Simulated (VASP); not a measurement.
# Ba: single point with PBEsol

Crystal: Ba.

```
Ba
1.0
     0.00000    3.23267    3.23267
     3.23267    0.00000    3.23267
     3.23267    3.23267    0.00000
Ba
1
Direct
  0.00000 0.00000 0.00000
```

This isn't the form of Ba at room conditions, which is bcc.

```yaml
Program: VASP 6.6.1
Task: single point
Functional: PBEsol
Potentials_or_basis: VASP PAW PBE potentials, release 64 (Ba_sv)
Cutoff: 520 eV
k_mesh: 6 × 6 × 6
Occupations: gaussian, width 0.1 eV
Spin: no spin polarisation
```

- Pressure: -1.0 GPa
- Band gap on the k mesh: none (metal or under the smearing width)

Levels at points of the mesh, in eV from the Fermi level:
```
           k point  band 1  band 2  band 3  band 4  band 5  band 6  band 7  band 8  band 9  band 10
(0.00, 0.00, 0.00)  -29.07  -14.04  -14.04  -14.04   -2.85    1.61    1.61    1.61    3.07     3.07
(0.50, 0.00, 0.00)  -29.04  -14.41  -14.09  -14.09   -1.03    0.80    1.48    1.48    4.17     4.17
(0.50, 0.50, 0.00)  -29.03  -14.38  -14.17  -14.17   -0.82   -0.20    1.73    4.19    4.51     4.51
```

Wall time 6.4 s on 1 thread of Intel(R) Xeon(R) 6975P-C (Granite Rapids), on a shared host, peak memory 0.2 GiB.

Caveat: the PAW data sets were made with another functional, which shifts forces and pressure a little. The run has no spin-orbit coupling, so splittings on Ba are missing.
